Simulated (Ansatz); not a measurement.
## LiH: strain and displacement

```yaml
crystal:
  lattice:
    - [0.00000, 2.00349, 2.00349]
    - [2.00349, 0.00000, 2.00349]
    - [2.00349, 2.00349, 0.00000]
  atoms:
    - { symbol: Li, position: [0.00000, 0.00000, 0.00000] }
    - { symbol: H, position: [0.50000, 0.50000, 0.50000] }
```

Atoms are numbered in the order listed.

The conventional cell has a = 4.007 Å, b = 4.007 Å, c = 4.007 Å, α = 90.00°, β = 90.00°, γ = 90.00°. Li (atom 1) has 6 H at 2.00 Å as nearest neighbours. H (atom 2) has 6 Li at 2.00 Å as nearest neighbours.

The structure comes from a relaxation in the same program, started in the rocksalt type, and has space group Fm-3m. Whether it is a known phase or the ground state wasn't checked.

Method: DFT, PBE, PAW with Ansatz's default frozen-core files, scalar-relativistic in Ansatz 0.2.0.

Settings: a Γ-centred 14×14×14 k mesh, Fermi–Dirac smearing of 0.08 eV, cutoff 420 eV, no spin polarisation.

The unchanged cell is at 0.00 GPa.

Semilocal functionals give too small gaps.

x, y and z are the Cartesian axes of the cell as listed; fractional coordinates follow a strain, and an engineering shear is twice the off-diagonal strain component.

Vzz stands for the principal value of largest size of the field-gradient tensor, whatever its axis.

(1) One change gave: energy change +0.1 meV/atom; stress change (xx, yy, zz, yz, xz, xy) 0.00, 0.00, 0.00, 0.00, 0.00, 0.49 GPa, compression positive; Vzz in 10²¹ V/m²: Li1 0 → 0.00 (η = 0.12), H2 0 → 0.01 (η = 0.79); gap on the k mesh 2.98 → 2.98 eV. Which change was it?
A. z strained by -3 % at fixed volume
B. xy engineering shear strain of -1 %
C. atom 2 (H) moved by (0.0289, 0.0289, 0.0289) Å

Results:

(1) B. For z strained by -3 % at fixed volume: energy change +2.5 meV/atom; stress change (xx, yy, zz, yz, xz, xy) -0.98, -0.98, 2.35, 0.00, 0.00, 0.00 GPa, compression positive; Vzz in 10²¹ V/m²: Li1 0 → -0.05 (η = 0.00), H2 0 → 0.08 (η = 0.00); gap on the k mesh 2.98 → 2.56 eV. For atom 2 (H) moved by (0.0289, 0.0289, 0.0289) Å: energy change +0.7 meV/atom; stress change (xx, yy, zz, yz, xz, xy) 0.04, 0.04, 0.04, -0.01, -0.01, -0.01 GPa, compression positive; change of the force on H2 (-0.032, -0.032, -0.032) eV/Å; Vzz in 10²¹ V/m²: Li1 0 → 0 (under 0.004), H2 0 → 0 (under 0.004); gap on the k mesh 2.98 → 3.00 eV.
